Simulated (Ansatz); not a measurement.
# BaTiO3 (Barioperovskite) (Amm2) in Ansatz: a series of runs, part 2 of 2

Ansatz 0.2.0. Earlier steps stand in the parts before.

### 4 Single point, PBE

Input file input.yaml:

```yaml
crystal:
  lattice:
    - [3.9855, 0.0, 0.0]
    - [0.0, 2.8369, 2.84515]
    - [0.0, -2.8369, 2.84515]
  atoms:
    - { symbol: Ba, position: [0.0, 0.0, 0.0] }
    - { symbol: Ti, position: [0.5, 0.5124, 0.5124] }
    - { symbol: O, position: [0.5, 0.99184, 0.50524] }
    - { symbol: O, position: [0.5, 0.50524, 0.99184] }
    - { symbol: O, position: [0.0, 0.4874, 0.4874] }
hamiltonian:
  xc: pbe
  pseudopotentials: { kind: paw }
kpoints:
  mp_grid: { grid: [7, 7, 7] }
scf:
  occupations: { method: fermi_dirac, width: 0.05 }
basis:
  ecutwfc: "250 eV"
output:
  forces: true
  stress: true
  eigenvalues: true
  write_density: true
  write_potential: true
  elf: true
  volumetric_format: npy
```

Potentials or basis: Ansatz PAW.

On the command line:

```bash
ansatz run input.yaml --threads 2 --pin off --max-ram 5632MiB --backend cpu --events-out ev --progress --plain --runs-dir out
```

Log:

```text
Warning: basis.ecutwfc = 250 eV is below the records' recommended 420 eV, and the density's cutoff is lower with it unless basis.ecutrho_ratio is high enough to keep the records' density cutoff: compare with a run at a higher cutoff
Warning: RAYON_NUM_THREADS=2 ignored (pool sized by the plan → 2); use --threads N
Engine: ansatz 0.2.0, aarch64-unknown-linux-gnu
Pseudopotentials: kind: paw
Pseudopotential: Ba, paw, valence charge 10, recommended cutoff 420 eV (normal), Ba.paw.azcp
Pseudopotential: Ti, paw, valence charge 12, recommended cutoff 420 eV (normal), Ti.paw.azcp
Pseudopotential: O, paw, valence charge 6, recommended cutoff 420 eV (normal), O.paw.azcp
Functional definition: PBE
  parameter kappa = 0.804
  parameter beta = 0.06672455060314922
  exchange = pbe_x(kappa = kappa, mu = beta*pi^2/3)
  correlation = pbe_c(beta = beta)
Crystal: 5 atoms, lattice volume = 64.337 Å³
Basis set: ecut = 250 eV, 587 PW (Γ), exchange–correlation on 48×48×48 points (8 copies of the dense FFT grid, shifted against one another)
Bands: 25, of which v1, the nominal top of the filled ones, is band 20 counted from 1 (19 counted from 0)
Symmetry: 4 space group operations
Space group: Amm2 (ITA 38), of the structure as read, at distance tolerance 4.0e-5 Å
k-points: 64 of 343 (time reversal used)
Non-local potential: Ba, projectors of the file, l = 0: 3, l = 1: 2, l = 2: 2, l = 3: 2
Non-local potential: Ti, projectors of the file, l = 0: 3, l = 1: 2, l = 2: 3, l = 3: 1
Non-local potential: O, projectors of the file, l = 0: 2, l = 1: 2, l = 2: 1
PAW form: soft (Blöchl's): semilocal exchange-correlation on the pseudo side does not see the compensation charge
PAW one-centre angular grid: Ba, 194 points (default); XC on 64 Gauss nodes
PAW one-centre angular grid: Ti, 590 points (default); XC on 64 Gauss nodes
PAW one-centre angular grid: O, 110 points (default); XC on 64 Gauss nodes
Initial density: superposition of atomic densities (neutral atoms: chi_scale 0, normalization atom), corrected by the library's trained network
Initial wavefunctions: pseudopotential atomic-orbital guess
Functional: x = pbe(κ = 0.804, μ = 0.2195149727645171), c = pbe(β = 0.06672455060314922)
SCF iter   1: F=—  HF=-10153.320896 eV  |F-HF|=—  |Δ(HF+E_count)|=         —  Δρ=5.30e-2  dr2=6.24e-1  ethr=1.77e-3  ⟨swp⟩=5.3  Hψ=7523  notcnv=0
preconditioner: auto → Resta (q_TF=auto, 2.521 Å⁻¹)  ε∞=5.8  [insulator: Δε(μ)=1.836 eV  Ē_g=12.013 eV  σ=0.050 eV  W_gap=1.00  n_scr=18 (ndim 8)  ℏωp=26.2 eV  f_vac=0.000  D(μ)=0.00/eV (n_scr^D=0)  ε∞_Penn≈5.8]
SCF iter   2: F=—  HF=-10153.143742 eV  |F-HF|=—  |Δ(HF+E_count)|=   1.77e-1  Δρ=1.88e-2  dr2=4.59e-2  ethr=1.56e-3  ⟨swp⟩=2.0  Hψ=3022  notcnv=0  defer=46
SCF iter   3: F=—  HF=-10153.156283 eV  |F-HF|=—  |Δ(HF+E_count)|=   1.25e-2  Δρ=5.87e-3  dr2=7.53e-3  ethr=1.15e-4  ⟨swp⟩=2.0  Hψ=2788  notcnv=0  defer=46
SCF iter   4: F=—  HF=-10153.158235 eV  |F-HF|=—  |Δ(HF+E_count)|=   1.95e-3  Δρ=3.28e-4  dr2=2.86e-5  ethr=1.88e-5  ⟨swp⟩=2.0  Hψ=2094  notcnv=0  defer=46
SCF iter   5: F=—  HF=-10153.155266 eV  |F-HF|=—  |Δ(HF+E_count)|=   2.97e-3  Δρ=4.13e-5  dr2=9.73e-7  ethr=7.14e-8  ⟨swp⟩=2.0  Hψ=2781  notcnv=0  defer=46
SCF iter   6: F=-10153.155266 eV  HF=-10153.155266 eV  |F-HF|=3.09e-8  |Δ(HF+E_count)|=   8.88e-8  Δρ=9.72e-6  dr2=8.58e-8  ethr=2.50e-10  ⟨swp⟩=11.0  Hψ=10908  notcnv=0
SCF 1 converged in 6 iterations: F = -10153.155266 eV  dr2 = 8.58e-8
SCF converged after 6 iterations
Free energy (F): -10153.155266 eV
Harris-Foulkes:  -10153.155266 eV  (|F-HF|=3.09e-8)
Internal energy: -10153.155266 eV  (E = F + TS)
E sigma→0 (E₀):  -10153.155266 eV
Fermi energy:    11.191621 eV
--- Per-component energies (eV) ---
  E_band       = -146.825894
  E_kinetic    = 994.173145
  E_local      = -2092.877403  (includes V_loc(G=0)·N_el)
  E_nonlocal   = 182.895296
  E_hartree    = 814.797078
  E_xc         = -498.524388
  E_vxc        = -555.257012  (∫ρ·V_xc dr)
  E_paw        = -6738.403132  (= ΣΔE_a)
  E_vpaw       = -305.388071  (= ΣTr[D̂ρ^β])
  E_aug_tail   = 0.041066  (compensation charges beyond the density's cutoff)
  E_ewald      = -2815.256928
  E_smearing   = -0.000000  (= −TS)
  E_closure    = 0.000000  (closes the sum)
  Σ components = -10153.155266   (vs F -10153.155266, Δ=0.00e0)
--- Forces (eV/Å), atoms counted from 1 ---
  atom   1  Ba    -0.00000000     0.00000000     0.08203700
  atom   2  Ti    -0.00000000     0.00000000     0.52869740
  atom   3  O     -0.00000000    -0.16881682    -0.48067697
  atom   4  O     -0.00000000     0.16881682    -0.48067697
  atom   5  O     -0.00000000     0.00000000     0.35010864
  max |Σ_I F_I| component: 5.11e-4 eV/Å
--- Stress (GPa, compression-positive) ---
       -2.463229       0.000000       0.000000
        0.000000      -1.612172      -0.000000
        0.000000      -0.000000      -2.511753
  P = ⅓ Tr σ = -2.1957 GPa (-21.957 kbar)
--- Band table (eV; the first three rows and the last of 64) ---
  k-point 0: bands = ["-46.6942", "-22.7981", "-22.7960", "-22.7859", "-14.3839", "-6.8955", "-6.2658", "-6.2454", "0.4185", "0.4241", "0.4394", "7.9275", "7.9336", "7.9404", "9.0082", "9.0416", "9.1114", "9.9747", "10.0800", "10.1084", "12.1195", "12.1873", "12.3375", "14.2944", "14.2957"]
  k-point 1: bands = ["-46.6933", "-22.8048", "-22.7905", "-22.7782", "-14.3593", "-6.9125", "-6.2580", "-6.2252", "0.4448", "0.4683", "0.4917", "7.7062", "7.9188", "7.9294", "8.8058", "8.8740", "9.0614", "9.5794", "9.8204", "9.8806", "12.2138", "12.5686", "12.6495", "14.2847", "14.8125"]
  k-point 2: bands = ["-46.6920", "-22.8110", "-22.7947", "-22.7599", "-14.3067", "-6.9957", "-6.2280", "-6.1298", "0.5141", "0.5393", "0.6542", "6.9733", "7.7657", "7.8112", "8.4755", "8.6096", "8.7978", "8.8846", "9.6334", "9.6597", "12.3074", "13.2905", "13.3645", "14.3271", "15.6713"]
  k-point 63: bands = ["-46.6925", "-22.8506", "-22.8470", "-22.8362", "-14.1254", "-6.1412", "-6.0877", "-6.0443", "-0.2455", "-0.2014", "-0.1148", "5.9746", "6.5300", "6.5593", "7.7575", "7.9448", "7.9675", "10.0145", "10.0545", "10.1092", "14.2853", "14.3251", "14.3322", "17.0201", "17.1843"]
```

v_z.tsv:

```text
# z_ang	v_es[eV]	v_tot[eV]
# format = ansatz-planar-average/11
# xc	pbe
# density_cutoff_ev	1000
# datasets	Ba=:simpson_from_first_knot:soft	Ti=:simpson_from_first_knot:soft	O=:simpson_from_first_knot:soft
# lattice	3.985500000	0.000000000	0.000000000
# lattice	0.000000000	2.836900000	2.845150000
# lattice	0.000000000	-2.836900000	2.845150000
# sites	5
# site	56	0.000000000	0.000000000	0.000000000
# site	22	1.992750000	0.000000000	2.915709720
# site	8	1.992750000	1.380435540	4.259417162
# site	8	1.992750000	-1.380435540	4.259417162
# site	8	0.000000000	0.000000000	2.773452220
0.000000	8.994519e-1	-1.179620e1
0.167409	1.641376e0	-1.079322e1
0.334818	3.324999e0	-8.426240e0
0.502228	5.636532e0	-5.267743e0
0.669637	7.956222e0	-2.115231e0
0.837046	9.623428e0	2.354186e-1
[... 16 lines left out ...]
3.683002	2.870848e0	-9.072635e0
3.850411	1.360606e0	-1.117549e1
```

Wall time 3.9 s (2 threads of Arm Neoverse V2, shared host); peak memory 0.36 GiB.

What came out:

```
Free energy            : -10153.1553 eV
Pressure               : -2.2 GPa
Largest force          : 0.529 eV/Å
Band gap on the k mesh : 1.99 eV, indirect (least direct gap 2.01 eV)
```

Forces on the atoms (eV/Å):
```
Ba   0.000  0.000  0.082
Ti   0.000  0.000  0.529
O    0.000 -0.169 -0.481
O    0.000  0.169 -0.481
O    0.000  0.000  0.350
```

Caveat: odd divisions of the mesh miss points on the zone boundary, where band edges often lie, so the gap on the mesh can be too wide; the pressure holds a Pulay correction of +71.5 GPa for the finite cutoff; spin-orbit coupling is left out, which moves the levels of the heavy elements; the cutoff lies under the one recommended for these potentials.

### 5 Overview

| task | level | cell | cutoff (eV) | gap on the mesh (eV) | pressure (GPa) | relaxed volume (Å³/atom) |
| --- | --- | --- | --- | --- | --- | --- |
| relaxation of cell and atoms | PBE | relaxed | 420 | 2.47 | 0.0 | 13.39 |
| relaxation of cell and atoms | r2SCAN | relaxed | 500 | 2.74 | 0.0 | 13.02 |
| single point | PBE | as given | 250 | 1.99 | -2.2 | - |

Alike in all rows: potentials or basis Ansatz PAW; no spin polarisation; k mesh 7 × 7 × 7; smearing fermi-dirac 0.05 eV.

Caveats: odd divisions of the mesh miss points on the zone boundary, where band edges often lie, so the gap on the mesh can be too wide; spin-orbit coupling is left out, which moves the levels of the heavy elements; the plane-wave basis is chosen anew once the cell has moved, so the energies of steps on either side of that aren't comparable (some runs); the PAW data sets come from PBE, with cores solved anew for the run's functional, which leaves a small shift of forces and pressure (some runs); the pressure holds a Pulay correction of +71.5 GPa for the finite cutoff (some runs); the cutoff lies under the one recommended for these potentials (some runs).

Absolute energies hang on the potentials; compare differences alone.
